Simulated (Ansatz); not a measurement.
A (111) slab of InP (Fm-3m (No. 225)), 8 planes, outer planes In (top) and P (bottom), with 8 atoms (In4P4) in a surface cell of A = 13.291 Å², as cut from the bulk:

```xyz
8
Lattice="3.9176 0.0000 0.0000 -1.9588 3.3927 0.0000 0.0000 0.0000 26.1955" Properties=species:S:1:pos:R:3 pbc="T T T"
P     0.0000    2.2618    7.5000
In    1.9588    1.1309    9.0994
P     0.0000    0.0000   10.6987
In    0.0000    2.2618   12.2981
P     1.9588    1.1309   13.8974
In    0.0000    0.0000   15.4968
P     0.0000    2.2618   17.0961
In    1.9588    1.1309   18.6955
```

Level of theory: DFT PBE, scalar-relativistic, plane waves, PAW in Ansatz. Cutoff 420 eV; k points 9×9×1 on the computed 8-atom cell (Γ-centred); Gaussian smearing, width 0.10 eV; no spin polarisation. A dipole correction removes the field between periodic images along c.

Against the same 8 atoms in the bulk, the slab as cut lies 1.841 eV higher and the relaxed slab 1.704 eV higher.

**Question.** Work out the surface energy before and after relaxation.

**Answer.** The slab has two faces, so γ = (E_slab − N·E_bulk)/(2A), the mean of both. As cut: 1.841/(2 × 13.291) = 0.0693 eV/Å², and 1 eV/Å² = 16.02 J/m², so γ = 1.11 J/m². Relaxed: 1.704/(2 × 13.291) = 0.0641 eV/Å² = 1.03 J/m². Relaxation recovers 7 % of the cost of cutting.

**Question.** What is the ideal work of this cut, per area?

**Answer.** Griffith's ideal work is 2γ: 2.22 J/m² if the new faces stay rigid, 2.05 J/m² if they relax. One thickness was run, 8 planes, so γ can still shift with it.

The reference crystal is the rock-salt form of InP, which isn't its usual structure.

Relaxing the slab lowers the mean surface energy only from 1.11 to 1.03 J/m², so most of the cost lies in the cut itself. In rock salt, a (111) cut takes half the nearest neighbours from each atom in the new outer planes. It also leaves one face all In and the other all P, a polar termination whose macroscopic field must be compensated by charge at the surfaces. High-pressure rock-salt InP is known to be metallic, so mobile carriers can probably supply much of that charge, which would help explain why so polar a cut costs so little. The modest gain on relaxation suggests that shifts of the atoms restore little of the lost bonding. With one atom per plane, the cell also rules out the vacancies, adatoms and dimers by which polar semiconductor faces commonly lower their energy. The work of separation belongs to the In and P faces as a pair, and the energies can't be divided between them to say which face is the costlier.
